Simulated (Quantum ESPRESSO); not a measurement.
SnSe2:

```
Sn Se
1.0
     3.81100    0.00000    0.00000
    -1.90550    3.30042    0.00000
     0.00000    0.00000    6.13600
Sn Se
1 2
Direct
  0.99693 0.99596 0.99812
  0.66899 0.34235 0.74947
  0.33318 0.66846 0.25317
```

The cell isn't the ideal one: atoms moved at random, drawn with an rms of 0.05 Å.

| Item | Value |
| --- | --- |
| Program | Quantum ESPRESSO 7.5 |
| Task | Berry-phase polarisation |
| Functional | RPBE |
| Potentials or basis | SG15 PBE 1.2 |
| Cutoff | 952 eV |
| Density cutoff | 3810 eV |
| k mesh | 6 × 6 × 4 |
| Occupations | fermi-dirac, width 0.05 eV |
| Spin | no spin polarisation |
| Mixing beta | 0.5 |
| Most SCF iterations | 120 |
| SCF threshold | 6e-10 Ry |
| k points per string | 12 × 12 × 8 |

The first run showed a gap, so the response started from a second, tighter run with fixed occupations.

Task: What formal polarisation does the Berry-phase calculation give along the three lattice vectors?

Result: -0.017, -0.038, -0.007 C/m², each defined up to a quantum of 1.582, 1.582, 2.548 C/m², that is -0.011, -0.024, -0.003 of the quanta. A formal value alone isn't measurable: only its change along an insulating path is.

Berry phases in units of 2π:
```csv
direction,ionic,electronic,their sum is defined modulo
a1,-0.030,0.008,2
a2,0.008,-0.057,2
a3,-0.010,0.005,2
```

Caveat: spin-orbit coupling is left out, which moves the levels of the heavy elements.
